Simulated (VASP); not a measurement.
# Si (Im-3m) in VASP: notebook

Aim: see how the results for Si move with the level of theory and the settings. Levels: RPBE+D4, RPBE. Tasks: electron localisation function, single point.

Everything below comes from runs of VASP 6.6.1. Logs are shortened: lines on timing, memory, paths and dates and some standing lists are left out, and cuts for length are marked.

### Step 1. Starting point

Symmetry: Im-3m, No. 229, cubic system. The conventional cell has a = 6.672 Å, b = 6.672 Å, c = 6.672 Å, α = 90.00°, β = 90.00°, γ = 90.00°. Around Si (site symmetry -4m2) lie 4 Si at 2.36 Å.

This isn't the form of Si at room conditions, which is diamond.

### Step 2. Electron localisation function, RPBE+D4

File INCAR:

```
SYSTEM = Si
ALGO = Normal
AMIX = 0.2
AMIX_MAG = 0.8
BMIX = 1E-4
BMIX_MAG = 1E-4
EDIFF = 1E-6
ENCUT = 800
GGA = RP
ISIF = 2
ISMEAR = -1
IVDW = 13
LASPH = .True.
LCHARG = .True.
LELF = .True.
LREAL = .False.
LWAVE = .False.
NELM = 80
PREC = Accurate
SIGMA = 0.02
```

File KPOINTS:

```
k-points
0
Gamma
  2 2 2
  0 0 0
```

File POSCAR:

```
Si
1.0
   -3.3360831900      3.3360831900      3.3360831900
    3.3360831900     -3.3360831900      3.3360831900
    3.3360831900      3.3360831900     -3.3360831900
Si
6
Direct
    0.5000000000      0.7500000000      0.2500000000
    0.2500000000      0.7500000000      0.5000000000
    0.2500000000      0.5000000000      0.7500000000
    0.5000000000      0.2500000000      0.7500000000
    0.7500000000      0.5000000000      0.2500000000
    0.7500000000      0.2500000000      0.5000000000
```

Potentials or basis: VASP PAW PBE potentials, release 64 (Si_GW).

Started as:

```console
$ cat potpaw_PBE.64/Si_GW/POTCAR > POTCAR
$ mpirun -np 1 vasp_std > vasp.out
```

OUTCAR:

```text
SYSTEM = Si
   AMIX = 0.2
   AMIX_MAG = 0.8
   EDIFF = 1E-6
   ENCUT = 800
   GGA = RP
   ISIF = 2
   ISMEAR = -1
   IVDW = 13
   LASPH = .True.
   LREAL = .False.
   NELM = 80
   PREC = Accurate

 ion  position               nearest neighbor table
   1  0.500  0.750  0.250-   2 2.36   5 2.36   6 2.36   3 2.36
   2  0.250  0.750  0.500-   1 2.36   3 2.36   4 2.36   5 2.36
   3  0.250  0.500  0.750-   1 2.36   2 2.36   4 2.36   6 2.36
   4  0.500  0.250  0.750-   3 2.36   5 2.36   6 2.36   2 2.36
   5  0.750  0.500  0.250-   1 2.36   2 2.36   6 2.36   4 2.36
   6  0.750  0.250  0.500-   3 2.36   4 2.36   5 2.36   1 2.36

  LATTYP: Found a body centered cubic cell.
 ALAT       =     6.6721663800

  Lattice vectors:

 A1 = (  -3.3360831900,   3.3360831900,   3.3360831900)
 A2 = (   3.3360831900,  -3.3360831900,   3.3360831900)
 A3 = (   3.3360831900,   3.3360831900,  -3.3360831900)

Analysis of symmetry for initial positions (statically):
=====================================================================
 Subroutine PRICEL returns:
 Original cell was already a primitive cell.

 Routine SETGRP: Setting up the symmetry group for a
 body centered cubic supercell.

 Subroutine GETGRP returns: Found 48 space group operations
 (whereof 48 operations were pure point group operations)
 out of a pool of 48 trial point group operations.

The static configuration has the point symmetry O_h .

Analysis of symmetry for dynamics (positions and initial velocities):
=====================================================================
 Subroutine PRICEL returns:
 Original cell was already a primitive cell.

 Routine SETGRP: Setting up the symmetry group for a
 body centered cubic supercell.

 Subroutine GETGRP returns: Found 48 space group operations
 (whereof 48 operations were pure point group operations)
 out of a pool of 48 trial point group operations.

The dynamic configuration has the point symmetry O_h .

 Subroutine INISYM returns: Found 48 space group operations
 (whereof 48 operations are pure point group operations),
 and found     1 'primitive' translations

----------------------------------------------------------------------------------------

                                     Primitive cell

  volume of cell :     148.5151

  direct lattice vectors                    reciprocal lattice vectors
    -3.336083190  3.336083190  3.336083190     0.000000000  0.149876358  0.149876358
     3.336083190 -3.336083190  3.336083190     0.149876358  0.000000000  0.149876358
     3.336083190  3.336083190 -3.336083190     0.149876358  0.149876358  0.000000000

  length of vectors
     5.778265583  5.778265583  5.778265583     0.211957179  0.211957179  0.211957179

  position of ions in fractional coordinates (direct lattice)
     0.500000000  0.750000000  0.250000000
     0.250000000  0.750000000  0.500000000
     0.250000000  0.500000000  0.750000000
     0.500000000  0.250000000  0.750000000
     0.750000000  0.500000000  0.250000000
     0.750000000  0.250000000  0.500000000

  ion indices of the primitive-cell ions
   primitive index   ion index
                 1           1
                 2           2
                 3           3
                 4           4
                 5           5
                 6           6

----------------------------------------------------------------------------------------

 KPOINTS: k-points

Automatic generation of k-mesh.
 Grid dimensions read from file:
 generate k-points for:    2    2    2

 Generating k-lattice:

  Cartesian coordinates                     Fractional coordinates (reciprocal lattice)
     0.000000000  0.074938179  0.074938179     0.500000000  0.000000000  0.000000000
     0.074938179  0.000000000  0.074938179     0.000000000  0.500000000  0.000000000
     0.074938179  0.074938179  0.000000000     0.000000000  0.000000000  0.500000000

  Length of vectors
     0.105978589  0.105978589  0.105978589

  Shift w.r.t. Gamma in fractional coordinates (k-lattice)
     0.000000000  0.000000000  0.000000000

 Subroutine IBZKPT returns following result:
 ===========================================

 Found      3 irreducible k-points:

 Following reciprocal coordinates:
            Coordinates               Weight
  0.000000  0.000000  0.000000      1.000000
  0.500000  0.000000  0.000000      6.000000
  0.500000  0.500000  0.500000      1.000000
   k-points           NKPTS =      3   k-points in BZ     NKDIM =      3   number of bands    NBANDS=     16
   number of dos      NEDOS =    301   number of ions     NIONS =      6
   total plane-waves  NPLWV = 157464
   dimension x,y,z NGX =    54 NGY =   54 NGZ =   54
   dimension x,y,z NGXF=   108 NGYF=  108 NGZF=  108
   ions per type =               6
   NGX,Y,Z   is equivalent  to a cutoff of  15.54, 15.54, 15.54 a.u.
   NGXF,Y,Z  is equivalent  to a cutoff of  31.07, 31.07, 31.07 a.u.
 SYSTEM =  Si
   PREC   = accura    normal or accurate (medium, high low for compatibility)
   ISTART =      0    job   : 0-new  1-cont  2-samecut
   ICHARG =      2    charge: 1-file 2-atom 10-const
   ISPIN  =      1    spin polarized calculation?
   LNONCOLLINEAR =      F non collinear calculations
   LSORBIT =      F    spin-orbit coupling
   LASPH  =      T    aspherical Exc in radial PAW
   ENCUT  =  800.0 eV  58.80 Ry    7.67 a.u.  13.33 13.33 13.33*2*pi/ulx,y,z
   NELM   =     80;   NELMIN=  2; NELMDL= -5     # of ELM steps
   EDIFF  = 0.1E-05   stopping-criterion for ELM
   LREAL  =      F    real-space projection
   EDIFFG = 0.1E-04   stopping-criterion for IOM
   NSW    =      0    number of steps for IOM
   IBRION =     -1    ionic relax: 0-MD 1-quasi-New 2-CG
   NFREE  =      0    steps in history (QN), initial steepest desc. (CG)
   ISIF   =      2    stress and relaxation
   ISYM   =      2    0-nonsym 1-usesym 2-fastsym
   POTIM  = 0.5000    time-step for ionic-motion
   TEBEG  =    0.0;   TEEND  =   0.0 temperature during run
   PSTRESS=    0.0 pullay stress
   NELECT =      24.0000    total number of electrons
   NUPDOWN=      -1.0000    fix difference up-down
   EMIN   =  10.00;   EMAX   =-10.00  energy-range for DOS
   EFERMI =   0.00;   METHOD = LEGACY
   ISMEAR =    -1;   SIGMA  =   0.02  broadening in eV -4-tet -1-fermi 0-gaus
   EFERMI_NEDOS =   21; number of points for ismear=-14 and -15
   IALGO  =     38    algorithm
   IMIX   =      4    mixing-type and parameters
     AMIX     =   0.20;   BMIX     =  0.00
     AMIX_MAG =   0.80;   BMIX_MAG =  0.00
  volume/ion in A,a.u.               =      24.75       167.04
  Fermi-wavevector in a.u.,A,eV,Ry     =   0.891706  1.685080 10.818532  0.795140
  Thomas-Fermi vector in A             =   2.013561
   LORBIT       =      0    0 simple, 1 ext, 2 COOP (PROOUT), +10 PAW based schemes
   GGA     = RP    functional components
   LHFCALC =     F    Hartree Fock is set to
   AEXX    =    0.0000 exact exchange contribution
   IVDW    =    13    specifies the selected vdW correction
   LEPSILON=     F    determine dielectric tensor
   LRPA    =     F    only Hartree local field effects (RPA)
 non-spin polarized calculation
  energy-cutoff  :      800.00
  volume of cell :      148.52
 maximum number of plane-waves:      7707
 NGX is ok and might be reduce to    54
   NGX = 27   NGY = 27   NGZ = 27

 number of electron      24.0000001 magnetization

 Free energy of the ion-electron system (eV)
  ---------------------------------------------------
  ext. energy  EPLUGINS =         0.00000000
  ---------------------------------------------------
  free energy    TOTEN  =       -29.15814607 eV

  energy without entropy =      -29.15812782  energy(sigma->0) =      -29.15813695

 E-fermi :   4.0421     XC(G=0):  -7.9514

 val. band max:        3.8464073161   @ k =   0.5000   0.5000   0.5000
 cond. band min:       4.2376930504   @ k =   0.5000   0.5000   0.5000
 fundamental gap:      0.3912857342
 Fermi energy:         4.0420504973

 k-point     1 :       0.0000    0.0000    0.0000
  band No.  band energies     occupation
      1      -7.9406      2.00000
      2      -3.4069      2.00000
      3      -3.4069      2.00000
      4      -3.2634      2.00000
      5      -3.2634      2.00000
      6      -3.2634      2.00000
      7       0.9780      2.00000
      8       0.9780      2.00000
      9       0.9780      2.00000
     10       1.7517      2.00000
     11       1.7517      2.00000
     12       1.7517      2.00000
     13       5.9181      0.00000
     14       5.9181      0.00000
     15       5.9181      0.00000
     16       6.4796      0.00000

 k-point     2 :       0.5000    0.0000    0.0000
  band No.  band energies     occupation
      1      -6.9985      2.00000
      2      -6.2659      2.00000
      3      -4.4726      2.00000
      4      -3.5599      2.00000
      5      -1.0910      2.00000
      6      -0.3721      2.00000
      7       0.0013      2.00000
      8       0.1794      2.00000
      9       0.6147      2.00000
     10       1.7676      2.00000
     11       2.5104      2.00000
     12       3.1417      2.00000
     13       5.0238      0.00000
     14       6.2106      0.00000
     15       6.5704      0.00000
     16       6.6969      0.00000

 k-point     3 :       0.5000    0.5000    0.5000
  band No.  band energies     occupation
      1      -6.4219      2.00000
      2      -6.4219      2.00000
      3      -3.9132      2.00000
      4      -3.9132      2.00000
      5      -3.9132      2.00000
      6      -1.7706      2.00000
      7       1.9937      2.00000
      8       1.9937      2.00000
      9       1.9937      2.00000
     10       3.8464      1.99989
     11       3.8464      1.99989
     12       3.8464      1.99989
     13       4.2377      0.00011
     14       4.2377      0.00011
     15       4.2377      0.00011
     16       6.9564      0.00000

------------------------ aborting loop because EDIFF is reached ----------------------------------------

  DFT-D4 for vdW energy calculation

  Edisp (eV):   -3.03588

  FORCE on cell =-STRESS in cart. coord.  units (eV):
  Direction    XX          YY          ZZ          XY          YZ          ZX
  --------------------------------------------------------------------------------------
  -------------------------------------------------------------------------------------
  Total       0.35897     0.35897     0.35897     0.00000    -0.00000    -0.00000
  in kB       3.87253     3.87253     3.87253     0.00000    -0.00000    -0.00000
  external pressure =        3.87 kB  Pullay stress =        0.00 kB

 VOLUME and BASIS-vectors are now :
 -----------------------------------------------------------------------------
  energy-cutoff  :      800.00
  volume of cell :      148.52
      direct lattice vectors                 reciprocal lattice vectors
    -3.336083190  3.336083190  3.336083190     0.000000000  0.149876358  0.149876358
     3.336083190 -3.336083190  3.336083190     0.149876358  0.000000000  0.149876358
     3.336083190  3.336083190 -3.336083190     0.149876358  0.149876358  0.000000000

 POSITION                                       TOTAL-FORCE (eV/Angst)
 -----------------------------------------------------------------------------------
      1.66804      0.00000      3.33608         0.000000      0.000000     -0.000000
      3.33608      0.00000      1.66804        -0.000000      0.000000     -0.000000
      3.33608      1.66804      0.00000        -0.000000     -0.000000      0.000000
      1.66804      3.33608      0.00000         0.000000     -0.000000      0.000000
      0.00000      1.66804      3.33608         0.000000     -0.000000     -0.000000
      0.00000      3.33608      1.66804        -0.000000     -0.000000     -0.000000
 -----------------------------------------------------------------------------------
    total drift:                                0.000000     -0.000000     -0.000000

  FREE ENERGIE OF THE ION-ELECTRON SYSTEM (eV)
  ---------------------------------------------------
  free  energy   TOTEN  =       -32.1940243165 eV

  energy  without entropy=      -32.1940060584  energy(sigma->0) =      -32.19401519
```

Wall time 24 s (1 thread of Intel Xeon Platinum 8488C (Sapphire Rapids), shared host); peak memory 0.39 GiB.

These settings aren't checked as converged (typed here: AMIX = 0.2; BMIX = 0.0001; AMIX_MAG = 0.8; BMIX_MAG = 0.0001; k = 2 × 2 × 2; ENCUT = 800): the numbers below hold their error.

What came out:

```
Free energy                : -32.1940 eV
Pressure                   : 0.4 GPa
Band gap on the k mesh     : 0.39 eV, direct
Dispersion energy per atom : -0.506 eV
```

Caveat: the k mesh is coarse (spacing up to 0.67 Å⁻¹), so the values aren't converged; the PAW data sets were made with another functional, which shifts forces and pressure a little.

### Step 3. Single point, RPBE

File INCAR:

```
SYSTEM = Si
PREC     = Accurate       ! precision mode
ENCUT    = 520            ! plane-wave cutoff, eV
EDIFF    = 1E-6           ! SCF threshold, eV
ISMEAR   = 0              ! smearing method
SIGMA    = 0.02           ! smearing width, eV
LREAL    = .False.        ! projectors in reciprocal space
LASPH    = .True.         ! aspherical terms in the spheres
NELM     = 100            ! most SCF steps
ALGO     = Normal         ! electronic algorithm
ISIF     = 2              ! what is computed and relaxed
LWAVE    = .False.        ! write WAVECAR
LCHARG   = .False.        ! write CHGCAR
GGA      = RP             ! functional
NBANDS   = 21             ! bands
```

File KPOINTS:

```
regular mesh
0
Gamma
  6 6 6
  0 0 0
```

POSCAR is that of step 2.

Potentials or basis: VASP PAW PBE potentials, release 54 (Si).

Started as:

```console
$ cat potpaw_PBE.54/Si/POTCAR > POTCAR
$ mpirun -np 1 vasp_std > vasp.out
```

Wall time 32 s (1 thread of Intel Xeon 6975P-C (Granite Rapids), shared host); peak memory 0.3 GiB.

The run converged. Its results:

```
Free energy            : -29.7554 eV
Pressure               : 3.0 GPa
Band gap on the k mesh : 0.18 eV, indirect (least direct gap 0.40 eV)
```

Levels at points of the mesh, in eV from the valence-band top:
| k point | band 10 | band 11 | band 12 | band 13 | band 14 | band 15 |
| --- | --- | --- | --- | --- | --- | --- |
| (0.00, 0.00, 0.00) | -2.08 | -2.08 | -2.08 | 2.08 | 2.08 | 2.08 |
| (0.50, 0.00, 0.00) | -2.07 | -1.33 | -0.70 | 1.19 | 2.37 | 2.72 |
| (0.50, 0.50, 0.50) | 0.00 | 0.00 | 0.00 | 0.40 | 0.40 | 0.40 |

Caveat: the PAW data sets were made with another functional, which shifts forces and pressure a little. A k mesh can miss the band edges.

(Part 1 of 2 ends here.)
